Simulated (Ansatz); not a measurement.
Crystal: Co.

```
CELL_PARAMETERS angstrom
2.48736 0.00000 0.00000
-1.24368 2.15412 0.00000
0.00000 0.00000 4.06329
ATOMIC_POSITIONS crystal
Co 0.33333 0.66667 0.74014
Co 0.66667 0.33333 0.25986
```

Base run:

- Program: Ansatz 0.2.0
- Functional: PBEsol
- Potentials or basis: all-electron LAPW, inner shells corrected to Dirac's equation
- Cutoff: 328 eV
- Density cutoff: 1313 eV
- Basis error allowed: 0.001 eV/atom
- k mesh: 12 × 12 × 7
- Occupations: fermi-dirac, width 0.05 eV
- Spin: collinear spin, ferromagnetic start
- Starting moments: [2.0, 2.0] μB

Its results: pressure -9.4 GPa; net moment 3.26 μB per cell; site moments Co +1.69 μB; largest force 0.440 eV/Å.

Q: After a change of settings the same cell gave: pressure -5.6 GPa; net moment 3.22 μB per cell; site moments Co +1.67 μB; largest force 0.482 eV/Å. Which change was it?
A. potentials or basis from all-electron LAPW, inner shells corrected to Dirac's equation to all-electron PAW datasets made for the crystal
B. potentials or basis from all-electron LAPW, inner shells corrected to Dirac's equation to all-electron LAPW, non-relativistic
C. potentials or basis from all-electron LAPW, inner shells corrected to Dirac's equation to all-electron LAPW, scalar-relativistic
D. functional from PBEsol to LDA; potentials or basis from all-electron LAPW, inner shells corrected to Dirac's equation to all-electron LAPW, scalar-relativistic

A: B.

Not every run made on this cell is shown here.
